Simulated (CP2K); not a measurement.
Runs of CP2K 2026.2 on FePt (Tetraferroplatinum). It takes space group P4/mmm (No. 123, tetragonal). The conventional cell has a = 2.724 Å, b = 2.724 Å, c = 3.720 Å, α = 90.00°, β = 90.00°, γ = 90.00°. Pt (site symmetry 4/mmm) is surrounded by 8 Fe at 2.68 Å and 4 Pt at 2.72 Å. Around Fe (site symmetry 4/mmm) lie 8 Pt at 2.68 Å and 4 Fe at 2.72 Å. 

| level | cutoff of the non-local correlation (Ry) | pressure (GPa) | moment (μB) |
| --- | --- | --- | --- |
| rev-vdW-DF2 | 300 | 0.5 | 3.33 |
| PW91 | - | (a) | 3.37 |
| PBEsol | - | -4.3 | 3.39 |
| LDA | - | (b) | 3.35 |
| vdW-DF2 | 300 | 21.4 | 3.24 |
| MS2 | - | -0.6 | 3.58 |

Alike in all rows: task single point; potentials or basis GTH_POTENTIALS Pt GTH-PBE-q18; POTENTIAL_UZH Fe GTH-PBE-q16; TZVP-MOLOPT-SR-GTH, TZVP-MOLOPT-PBE-GTH basis; spin collinear, ferromagnetic start; cell as given; k mesh 10 × 10 × 7; smearing fermi-dirac 0.05 eV.

Q: Fill in the values left out.

A: (a) 5.2; (b) -10.7.

Caveats: the potentials were made for another functional, which shifts forces and pressure; the basis of atomic orbitals isn't converged, which shifts pressures, moduli and gaps; the total moment is fixed, so each spin has its own Fermi level.

Runs at the PBE level aren't shown here.
